**RPBE Kohn-Sham band gaps of six semiconductors against measured gaps**

The table holds band gaps of GaSb, Si, GaAs, InP, CdSe and CdS from ABINIT with RPBE, read on the k-mesh without spin-orbit coupling in unrelaxed cells, beside measured gaps and their ranges. The program fits the shortfall (measured less computed) with three one-parameter forms: a constant, a multiple of the measured gap, and $C/\epsilon_\infty$ with rough recalled dielectric constants. Each fit is repeated without CdS and after adding a rough recalled spin-orbit shift $\Delta_{so}/3$. The shortfall runs from 0.41 to 1.22 eV, and the rms errors are 0.27, 0.14 and 0.15 eV, with the advantage over the constant resting on CdS and shrinking once spin-orbit shifts are added. The output also gives pair differences, an estimate of the mesh excess in Si, the band-edge filling in GaSb, and the effect on intrinsic carrier density and edge wavelength.

Band gaps of six semiconductors from ABINIT 10.8.3 (Kohn-Sham DFT, RPBE), beside measured values. The runs use the given cells unrelaxed, without spin polarisation or spin-orbit coupling, and Fermi-Dirac smearing of 0.05 eV. Each computed gap is the lowest empty less the highest filled Kohn-Sham level on the k-mesh.

## The fit in Python

```python
# Table: ABINIT RPBE Kohn-Sham gaps on the k-mesh (no spin-orbit, fixed cells) and measured gaps, eV.
# Tested: shortfall = constant, = c * measured gap, or = C / eps_inf; sizes of effects that add.
T = {
    'formula': ['GaSb', 'Si', 'GaAs', 'InP', 'CdSe', 'CdS'],
    'sg': ['F-43m', 'Fd-3m', 'F-43m', 'F-43m', 'P6_3mc', 'P6_3mc'],
    'vol': [28.62, 20.16, 22.59, 25.17, 28.1, 25.12],  # Å³/atom
    'pot': ['JTH-PAW-PBE-v2.0-sp', 'PseudoDojo-NC-SR-PBE-v0.4.1-standard', 'JTH-PAW-PBE-v2.0', 'JTH-PAW-PBE-v2.0-sp', 'JTH-PAW-PBE-v2.0', 'JTH-PAW-PBE-v2.0'],
    'cut': [544.2, 489.8, 462.6, 544.2, 462.6, 544.2],  # eV
    'k': ['8x8x8', '8x8x8', '8x8x8', '8x8x8', '7x7x4', '7x7x4'],
    'y': [0.191, 0.696, 0.63, 0.927, 0.866, 1.359],  # eV
    'measured': [0.812, 1.11, 1.42, 1.42, 1.72, 2.5809],  # eV
    'm_range': ['0.68 to 0.813', '1.1 to 1.1692', '1.412 to 1.52', 'one value', '1.71 to 1.76', '2.5809 to 2.5963'],  # eV
    'm_what': ['direct gap at T -> 0 K, Eg(0) from Varshni fit to temperature-dependen; temperature-dependent photoluminescence; bulk crystal', 'indirect band gap at room temperature, quoted from a textbook; not stated; bulk crystal', 'band-edge photoluminescence emission energy of the GaAs substrate; time-integrated photoluminescence; bulk crystal', 'experimental band gap used for comparison with the calculated gap; not stated; bulk crystal', 'direct optical gap from Tauc plot, film grown at 200 C; UV-Vis-NIR absorption; film', 'A gap, Gamma7c-Gamma9v, natural isotopic composition; exciton reflectance; bulk crystal'],
    'source': ['arXiv:cond-mat/0204296 (2002)', 'arXiv:1709.02567 (2017)', 'arXiv:1409.8467 (2014)', 'arXiv:cond-mat/0006134 (2000)', 'pmc:8232614 (2021)', 'arXiv:0807.2152 (2008)'],
    'err': [-0.62, -0.41, -0.79, -0.49, -0.85, -1.22],  # eV
}
import numpy as np
from scipy import constants as K
f = list(T['formula']); i = {s: n for n, s in enumerate(f)}
y = np.array(T['y'], float); m = np.array(T['measured'], float); v = np.array(T['vol'], float)
s = m - y
rg = [str(r).split(' to ') for r in T['m_range']]
lo = np.array([float(r[0]) if len(r) == 2 else a for r, a in zip(rg, m)])
hi = np.array([float(r[1]) if len(r) == 2 else a for r, a in zip(rg, m)])
# rough recalled values: optical dielectric constant, valence spin-orbit splitting (eV)
E = dict(GaSb=14, Si=12, GaAs=11, InP=9.6, CdSe=6.2, CdS=5.3)
D = dict(GaSb=0.75, Si=0.044, GaAs=0.34, InP=0.11, CdSe=0.42, CdS=0.065)
eps = np.array([E[a] for a in f], float); so = np.array([D[a] for a in f]) / 3
print('shortfall = measured - computed (eV); rounding: gaps 0.0005, measured up to 0.005 (Si low end 0.05)')
print('row: shortfall, computed/measured, shortfall over range, rough Dso/3, gap and shortfall with it')
for n, a in enumerate(f):
    print(f'{a}: {s[n]:.3f}, {y[n]/m[n]:.2f}, {lo[n]-y[n]:.2f} to {hi[n]-y[n]:.2f}, {so[n]:.2f}, {y[n]-so[n]:.2f}, {s[n]+so[n]:.2f}')
print('order measured (GaAs and InP tie):', ' '.join(f[n] for n in np.argsort(m, kind='stable')))
print('order computed:', ' '.join(f[n] for n in np.argsort(y)))
for g, L in [('IV', ['Si']), ('III-V', ['GaSb', 'GaAs', 'InP']), ('II-VI', ['CdSe', 'CdS'])]:
    j = [i[a] for a in L]
    print(f'{g}: mean shortfall {s[j].mean():.2f} eV ({s[j].min():.2f}-{s[j].max():.2f}), mean fraction missing {np.mean(s[j]/m[j]):.2f}, with Dso/3 {np.mean(s[j]+so[j]):.2f} eV')
print('pair A->B: volumes A^3/atom, gap change computed, with rough Dso/3, measured (eV)')
for a, b in [('GaSb', 'CdSe'), ('InP', 'CdS'), ('GaSb', 'GaAs'), ('CdSe', 'CdS'), ('GaAs', 'InP'), ('Si', 'GaAs')]:
    p, q = i[a], i[b]
    print(f'{a}->{b}: {v[p]:.2f} {v[q]:.2f}, {y[q]-y[p]:+.3f}, {y[q]-so[q]-y[p]+so[p]:+.2f}, {m[q]-m[p]:+.2f}')
rms = lambda r: float(np.sqrt(np.mean(r**2)))
fit = lambda x, t: float(x @ t / (x @ x))
X = {'constant (eV)': np.ones(len(f)), 'c*measured gap': m, 'C/eps (eV)': 1 / eps}
k5 = np.arange(len(f)) != i['CdS']
for lab, t in [('as computed', s), ('with rough Dso/3', s + so)]:
    print(f'fits of shortfall, {lab}; residual = actual - model (eV), order', ' '.join(f))
    for nm, x in X.items():
        c = fit(x, t); r = t - c * x
        loo = np.array([t[n] - fit(np.delete(x, n), np.delete(t, n)) * x[n] for n in range(len(f))])
        c5 = fit(x[k5], t[k5])
        print(f' {nm} = {c:.3f}: rms {rms(r):.2f}, leave-one-out {rms(loo):.2f}, worst {f[int(np.argmax(abs(r)))]}, res', ' '.join(f'{z:+.2f}' for z in r))
        print(f'   fit without CdS {c5:.3f}: rms {rms(t[k5]-c5*x[k5]):.2f}, miss on CdS {loo[i["CdS"]]:+.2f}')
cc = lambda a, b: np.corrcoef(a, b)[0, 1]
print(f'correlation shortfall-gap {cc(s,m):.2f} (without CdS {cc(s[k5],m[k5]):.2f}); shortfall-1/eps {cc(s,1/eps):.2f} ({cc(s[k5],1/eps[k5]):.2f}); gap-1/eps {cc(m,1/eps):.2f}')
print(f'length r implied by C = e^2/(4 pi eps0 r): {K.e/(4*np.pi*K.epsilon_0)*1e10/fit(1/eps, s):.1f} A')
# outputs of the same runs: Si Gamma-X length 1.15421 1/A; minimum near 0.85 and mass 0.92 rough recalled
dk = (0.85 - 0.75) * 1.15421e10
print(f'Si: rough excess of mesh point 0.75 over band minimum {(K.hbar*dk)**2/(2*0.92*K.m_e)/K.e:.2f} eV')
# outputs of the GaSb run: Fermi level, band edges (eV), smearing 0.05 eV, Gamma weight 1/8^3
ef, vb, cb, w = -8.229073, -8.357211, -8.166709, 0.05
fc = 1 / (1 + np.exp((cb - ef) / w)); hv = 1 / (1 + np.exp((ef - vb) / w))
print(f'GaSb at Gamma: conduction filling {fc:.2f}, hole share per valence band {hv:.2f}, electrons moved per cell {2*fc/512:.4f}')
kT = K.k * 300 / K.e; hc = K.h * K.c / K.e * 1e9
for a in ['Si', 'GaAs', 'InP']:
    n = i[a]
    print(f'{a}: exp(shortfall/2kT) at 300 K {np.exp(s[n]/(2*kT)):.0e}; edge wavelength {hc/y[n]:.0f} nm computed, {hc/m[n]:.0f} nm measured')
assert np.all(y < lo)
assert np.all(abs(-s - np.array(T['err'], float)) < 0.006)
assert y[i['CdSe']] > y[i['GaSb']] and y[i['CdS']] > y[i['InP']]
assert y[i['GaAs']] < y[i['Si']] and y[i['CdSe']] < y[i['InP']]
```

Printed output:

```
shortfall = measured - computed (eV); rounding: gaps 0.0005, measured up to 0.005 (Si low end 0.05)
row: shortfall, computed/measured, shortfall over range, rough Dso/3, gap and shortfall with it
GaSb: 0.621, 0.24, 0.49 to 0.62, 0.25, -0.06, 0.87
Si: 0.414, 0.63, 0.40 to 0.47, 0.01, 0.68, 0.43
GaAs: 0.790, 0.44, 0.78 to 0.89, 0.11, 0.52, 0.90
InP: 0.493, 0.65, 0.49 to 0.49, 0.04, 0.89, 0.53
CdSe: 0.854, 0.50, 0.84 to 0.89, 0.14, 0.73, 0.99
CdS: 1.222, 0.53, 1.22 to 1.24, 0.02, 1.34, 1.24
order measured (GaAs and InP tie): GaSb Si GaAs InP CdSe CdS
order computed: GaSb GaAs Si CdSe InP CdS
IV: mean shortfall 0.41 eV (0.41-0.41), mean fraction missing 0.37, with Dso/3 0.43 eV
III-V: mean shortfall 0.63 eV (0.49-0.79), mean fraction missing 0.56, with Dso/3 0.77 eV
II-VI: mean shortfall 1.04 eV (0.85-1.22), mean fraction missing 0.48, with Dso/3 1.12 eV
pair A->B: volumes A^3/atom, gap change computed, with rough Dso/3, measured (eV)
GaSb->CdSe: 28.62 28.10, +0.675, +0.78, +0.91
InP->CdS: 25.17 25.12, +0.432, +0.45, +1.16
GaSb->GaAs: 28.62 22.59, +0.439, +0.58, +0.61
CdSe->CdS: 28.10 25.12, +0.493, +0.61, +0.86
GaAs->InP: 22.59 25.17, +0.297, +0.37, +0.00
Si->GaAs: 20.16 22.59, -0.066, -0.16, +0.31
fits of shortfall, as computed; residual = actual - model (eV), order GaSb Si GaAs InP CdSe CdS
 constant (eV) = 0.732: rms 0.27, leave-one-out 0.32, worst CdS, res -0.11 -0.32 +0.06 -0.24 +0.12 +0.49
   fit without CdS 0.634: rms 0.17, miss on CdS +0.59
 c*measured gap = 0.477: rms 0.14, leave-one-out 0.15, worst GaSb, res +0.23 -0.12 +0.11 -0.18 +0.03 -0.01
   fit without CdS 0.479: rms 0.15, miss on CdS -0.01
 C/eps (eV) = 6.147: rms 0.15, leave-one-out 0.18, worst GaAs, res +0.18 -0.10 +0.23 -0.15 -0.14 +0.06
   fit without CdS 5.943: rms 0.16, miss on CdS +0.10
fits of shortfall, with rough Dso/3; residual = actual - model (eV), order GaSb Si GaAs InP CdSe CdS
 constant (eV) = 0.828: rms 0.28, leave-one-out 0.33, worst CdS, res +0.04 -0.40 +0.07 -0.30 +0.17 +0.42
   fit without CdS 0.745: rms 0.22, miss on CdS +0.50
 c*measured gap = 0.524: rms 0.23, leave-one-out 0.25, worst GaSb, res +0.45 -0.15 +0.16 -0.21 +0.09 -0.11
   fit without CdS 0.555: rms 0.24, miss on CdS -0.19
 C/eps (eV) = 6.793: rms 0.22, leave-one-out 0.24, worst GaSb, res +0.39 -0.14 +0.29 -0.18 -0.10 -0.04
   fit without CdS 6.918: rms 0.24, miss on CdS -0.06
correlation shortfall-gap 0.86 (without CdS 0.55); shortfall-1/eps 0.84 (0.59); gap-1/eps 0.94
length r implied by C = e^2/(4 pi eps0 r): 2.3 A
Si: rough excess of mesh point 0.75 over band minimum 0.06 eV
GaSb at Gamma: conduction filling 0.22, hole share per valence band 0.07, electrons moved per cell 0.0009
Si: exp(shortfall/2kT) at 300 K 3e+03; edge wavelength 1781 nm computed, 1117 nm measured
GaAs: exp(shortfall/2kT) at 300 K 4e+06; edge wavelength 1968 nm computed, 873 nm measured
InP: exp(shortfall/2kT) at 300 K 1e+04; edge wavelength 1337 nm computed, 873 nm measured
```
